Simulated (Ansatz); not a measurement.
System: WS2 (layers cut from the bulk crystal).

The cell holds 9 atoms: 6 S and 3 W. Its edges and angles: a = 3.156 Å, b = 3.156 Å, c = 53.800 Å, α = 90.0°, β = 90.0°, γ = 120.0°. It derives from WS2. Regions: layer 1, 3 atoms (2 S and 1 W); layer 2, 3 atoms (2 S and 1 W); layer 3, 3 atoms (2 S and 1 W). Vacuum lies along c.

```xyz
9
Lattice="3.1561 0.0000 0.0000 -1.5781 2.7333 0.0000 0.0000 0.0000 53.8000" Properties=species:S:1:pos:R:3
S     1.5781    0.9111   19.2491
W     0.0000    1.8222   20.8258
S     1.5781    0.9111   22.4007
S     0.0000    1.8222   25.3258
W     1.5781    0.9111   26.9000
S     0.0000    1.8222   28.4742
S     1.5781    0.9111   31.3993
W     0.0000    1.8222   32.9742
S     1.5781    0.9111   34.5509
```

The structure was relaxed with PBE-D3(BJ). The runs that relaxed it are not among those shown. Spin-orbit coupling is left out unless a run names it.

Gaps computed with Ansatz 0.2.0 without a self-energy: PBE 1.13 eV and HSE06 1.67 eV.

What gap should G0W0 on PBE give (9×9×1 mesh, 617 empty bands, screening to 70 eV, PAW set soft_1 files)?

About 1.62 eV: on its mesh the run moves the gap from 1.23 eV by +0.49 eV, and the mesh misses the edges by 0.10 eV. Among the scalar-relativistic levels given, HSE06 is nearest (+0.05 eV). Bands and cutoff are finite, so the gap is not at the basis limit. The miss can reach some tenths of an eV and take either sign; the mesh is an error of its own. The mesh in the plane is coarse for a sheet; gap and any exciton binding can still move on denser ones. The many-body steps are scalar-relativistic: spin-orbit coupling is not in them.

[Paths, hosts, dates, memory and timing lines, banners, echoed tables and standing remarks are left out of the program output.]

[Logs are printed without paths, hosts, clocks, repeated set-up lines and the standing remarks that a program may print on its own settings, such as how far it seeks lower states.]

[Runs of the session that timed out or met a known fault of the program may be left out.]

[Cells called generated may have been cut or substituted from an entry of the Crystallography Open Database or the Materials Project.]

[Hosts, paths, dates, database ids (printed as entryN), source tags and the programs' standing remarks are cut or masked in the printed files.]
